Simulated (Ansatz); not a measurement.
# WS2: the cost of one run

Method: DFT LDA, plane waves, PAW, scalar-relativistic, no spin polarisation, in Ansatz 0.2.0.

**1. Starting point**

The cell holds 12 atoms (S8W4): a = 7.392 Å, b = 7.392 Å, c = 7.392 Å, α = 52.33°, β = 52.33°, γ = 52.33°.

Coordinates:

```xyz
12
Lattice="-3.2599 -1.8821 6.3623 3.2599 -1.8821 6.3623 0.0000 3.7643 6.3623" Properties=species:S:1:pos:R:3 pbc="T T T"
W     0.0000    0.0000    0.0000
S     0.0000    0.0000    4.7660
S     0.0000    0.0000    7.9974
W     0.0000   -1.8821    6.3623
S     0.0000   -1.8821   11.1283
S     0.0000   -1.8821   14.3597
W    -1.6300    0.9411    6.3623
S    -1.6300    0.9411   11.1283
S    -1.6300    0.9411   14.3597
W     1.6300    0.9411    6.3623
S     1.6300    0.9411   11.1283
S     1.6300    0.9411   14.3597
```

**2. Run 1**

220 steps of 3 fs under a Langevin thermostat at 2000 K.

File input.yaml:

```yaml
crystal:
  lattice:
    - [-3.259941, -1.882128, 6.362286]
    - [3.259941, -1.882128, 6.362286]
    - [0.0, 3.764255, 6.362286]
  atoms:
    - { symbol: W, position: [0.0, 0.0, 0.0] }
    - { symbol: S, position: [0.2497, 0.2497, 0.2497] }
    - { symbol: S, position: [0.419, 0.419, 0.419] }
    - { symbol: W, position: [0.5, 0.5, 0.0] }
    - { symbol: S, position: [0.7497, 0.7497, 0.2497] }
    - { symbol: S, position: [0.919, 0.919, 0.419] }
    - { symbol: W, position: [0.5, 0.0, 0.5] }
    - { symbol: S, position: [0.7497, 0.2497, 0.7497] }
    - { symbol: S, position: [0.919, 0.419, 0.919] }
    - { symbol: W, position: [0.0, 0.5, 0.5] }
    - { symbol: S, position: [0.2497, 0.7497, 0.7497] }
    - { symbol: S, position: [0.419, 0.919, 0.919] }
basis:
  ecutwfc: 420.0
kpoints:
  mp_grid: { grid: [2, 2, 2] }
hamiltonian:
  xc: lda
scf:
  occupations: { method: fermi_dirac, width: 0.17 }
  lower_state_search: "off"
md:
  timestep: 3.0
  n_steps: 220
  ensemble: nvt_langevin
  temperature: 2000.0
  initial_velocities: maxwell_boltzmann
  seed: 599008
  friction: 0.02
```

Run with:

```sh
$ ansatz run input.yaml --threads 1 --pin off --max-ram 3072MiB --backend cpu --events-out ev --progress --plain --runs-dir out
```

What time and memory should one allow on 1 thread of Arm Neoverse V1, shared host?

About 21 min, with a peak of 0.53 GiB.
